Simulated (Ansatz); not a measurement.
**Pb: levels along high-symmetry lines**

```xyz
1
Lattice="3.2559 0.0000 0.0000 0.0000 3.2559 0.0000 0.0000 0.0000 3.2559" Properties=species:S:1:pos:R:3 pbc="T T T"
Pb    0.0000    0.0000    0.0000
```

The structure comes from a relaxation in the same program, started in the sc type, and has space group Pm-3m. Whether it is a known phase or the ground state wasn't checked.

No spin–orbit coupling, which matters for the heavy atoms here.

Method: DFT, PBE, all-electron LAPW, scalar-relativistic in Ansatz 0.2.0.

Sampling and basis: a Γ-centred 11×11×11 k mesh, Fermi–Dirac smearing of 0.08 eV, basis error target 1 meV/atom, no spin polarisation.

Points in fractions of the reciprocal vectors of this cell: Γ (0, 0, 0), X (0, 0.5, 0), M (0.5, 0.5, 0), R (0.5, 0.5, 0.5). The path joins them by straight lines in the order Γ–X–M–Γ–R–X–R–M; legs that retrace an earlier one aren't tabulated. Energies are in eV from the Fermi level.

Question: Metal or insulator at this level of theory?

Answer: No gap opens: metallic or semimetallic.

Question: Tabulate bands 15 to 20, counted from the lowest band of the run, along the path.

Answer: 
```
k (1/Å)  point  band 15  band 16  band 17  band 18  band 19  band 20
   0.00      Γ   -16.60   -16.60   -11.01     4.89     4.89     4.89
   0.24          -16.62   -16.59   -10.80     2.69     5.13     5.13
   0.48          -16.67   -16.59   -10.18    -0.27     5.80     5.80
   0.72          -16.72   -16.58    -9.27    -2.70     6.65     6.65
   0.96      X   -16.73   -16.58    -8.71    -3.78     7.10     7.10
   1.21          -16.70   -16.60    -8.51    -3.56     5.01     7.36
   1.45          -16.65   -16.61    -7.92    -2.94     1.96     6.31
   1.69          -16.70   -16.48    -7.04    -2.13    -0.56     4.38
   1.93      M   -16.72   -16.42    -6.47    -1.69    -1.69     3.57
   2.27          -16.70   -16.54    -7.59    -1.08    -0.97     5.24
   2.61          -16.66   -16.66    -9.36     0.56     0.61     6.74
   2.95          -16.62   -16.61   -10.59     2.80     3.05     5.38
   3.29      Γ   -16.60   -16.60   -11.01     4.89     4.89     4.89
   3.71          -16.64   -16.64   -10.38     2.92     3.28     3.28
   4.13          -16.74   -16.74    -8.55     1.40     1.47     1.47
   4.55          -16.53   -16.53    -5.92     0.54     0.54     0.83
   4.97      R   -16.41   -16.41    -4.19     0.31     0.31     0.31
   5.31          -16.52   -16.45    -5.36    -0.51     0.95     1.23
   5.65          -16.74   -16.56    -7.13    -2.10     2.75     2.93
   5.99          -16.68   -16.62    -8.31    -3.33     5.21     5.29
   6.33      X   -16.73   -16.58    -8.71    -3.78     7.10     7.10
   7.69      R   -16.41   -16.41    -4.19     0.31     0.31     0.31
   7.94          -16.49   -16.41    -4.79    -0.09    -0.09     1.53
   8.18          -16.67   -16.42    -5.69    -0.86    -0.86     4.21
   8.42          -16.75   -16.42    -6.28    -1.47    -1.47     3.75
   8.66      M   -16.72   -16.42    -6.47    -1.69    -1.69     3.57
```
